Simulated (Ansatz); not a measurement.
# What a change of settings does: Li (fcc type)

First run: DFT, PBEsol, all-electron PAW with datasets made for the crystal, scalar-relativistic (Ansatz 0.2.0).

Command: `ansatz run input.yaml --threads 1 --pin off --max-ram 2048MiB --backend cpu --events-out ev --progress --plain --runs-dir out` It took 0.86 s on 1 thread of Intel(R) Xeon(R) 6975P-C (Granite Rapids), on a shared host, peak memory 0.29 GiB.

```yaml
crystal:
  lattice:
    - [0.0, 1.8223148101, 1.8223148101]
    - [1.8223148101, 0.0, 1.8223148101]
    - [1.8223148101, 1.8223148101, 0.0]
  atoms:
    - { symbol: Li, position: [0.0, 0.0, 0.0] }
kpoints:
  mp_grid: { grid: [15, 15, 15] }
scf:
  occupations: { method: fermi_dirac, width: 0.05 }
hamiltonian:
  xc: pbesol
  pseudopotentials: { kind: all_electron, datasets: crystal }
output:
  forces: true
  stress: true
  eigenvalues: true
```

The cell comes from a relaxation on PAW files under the same functional, begun from a prototype that needn't be the stable phase.

This run: volume at 0.6 of the series' base cell.

It converges in 5 SCF iterations at a pressure of 16.34 GPa.

The input is then changed:

```diff
+  symmetry: { detect: false }
 kpoints:
```

**Question.** Predict the outcome of the changed run.

**Answer.** It converges in 5 SCF iterations at a pressure of 16.34 GPa. Results part of its log:
```
SCF 1 converged in 5 iterations: F = -202.716834 eV  dr2 = 3.10e-9
  Residual-converged pass: ⟨swp⟩=1.6  Hψ=9388  notcnv=0  max |occ|·‖R‖ = 3.3e-6 eV (tolerance 3.7e-6 eV)  dr2=3.12e-9  dr2_onsite=3.66e-9  max |Δocc| = 2.7e-9
  greatest PAW one-centre occupation: 0.140 electrons in one spin orbital (limit 2), on the Li atom at site 0 (counted from 0), in its partial waves of l = 0
SCF converged after 5 iterations
Free energy (F): -202.716834 eV
Harris-Foulkes:  -202.716834 eV  (|F-HF|=1.91e-10)
Internal energy: -202.711641 eV  (E = F + TS)
E sigma→0 (E₀):  -202.714238 eV
Entropy (-TS):   -0.005193 eV (-5.193 meV/atom)
Past the cutoff: the bands carry plane waves up to 1.75 times it, of which those up to 1.5 times it add -0.000117 eV an atom, each by itself; the spheres take 0.000059 eV an atom off the energy for waves past 1.75 times it
By the cutoff:   a pressure is off by up to 0.007 GPa (1.2 times the spheres' own share and the shells' term, over an atom's volume, and 0.004 GPa: a bound that held against runs at twice the plane waves)
Past the cutoffs: a stress includes 0.0064 GPa for waves and charges beyond them, in addition to the slope of what the spheres take
In the spheres:  the bands' charges fall short by 1.5e-6 e at most (sound up to 1e-3), those of shells solved beside the bands by 3.7e-8 e (sound up to 5e-4)
Fermi energy:    2.887362 eV
--- Per-component energies (eV) ---
  E_band       = 1.314828
  E_kinetic    = 4.931010
  E_local      = -24.895351  (includes V_loc(G=0)·N_el)
  E_nonlocal   = 2.014928
  E_hartree    = 15.881417
  E_xc         = -6.392611
  E_vxc        = -8.351966  (∫ρ·V_xc dr)
  E_paw        = -394.728064  (= ΣΔE_a)
  E_vpaw       = -286.139047  (= ΣTr[D̂ρ^β])
  E_ewald      = -81.514935
  E_smearing   = -0.005193  (= −TS)
  E_closure    = 281.991965  (closes the sum)
  Σ components = -202.716834   (vs F -202.716834, Δ=2.84e-14)
  The terms above E_closure are by the made datasets' own strengths, without shells solved beside the bands.
--- Forces (eV/Å), atoms counted from 1 ---
  atom   1  Li     0.00000000     0.00000000    -0.00000000
  max |Σ_I F_I| component: 1.37e-16 eV/Å
--- Stress (GPa, compression-positive) ---
       16.336065       0.000072       0.000072
        0.000072      16.336065       0.000072
        0.000072       0.000072      16.336065
  P = ⅓ Tr σ = 16.3361 GPa (163.361 kbar)
  It holds what live shells' own plane waves past their cutoff add
--- Band table (eV; the first three rows and the last of 1688) ---
  k-point 0: bands = ["-1.1563", "23.5399", "23.5399"]
  k-point 1: bands = ["-1.0694", "22.1540", "23.2356"]
  k-point 2: bands = ["-0.8076", "19.3496", "22.6080"]
  k-point 1687: bands = ["2.7053", "8.0082", "20.1853"]
```
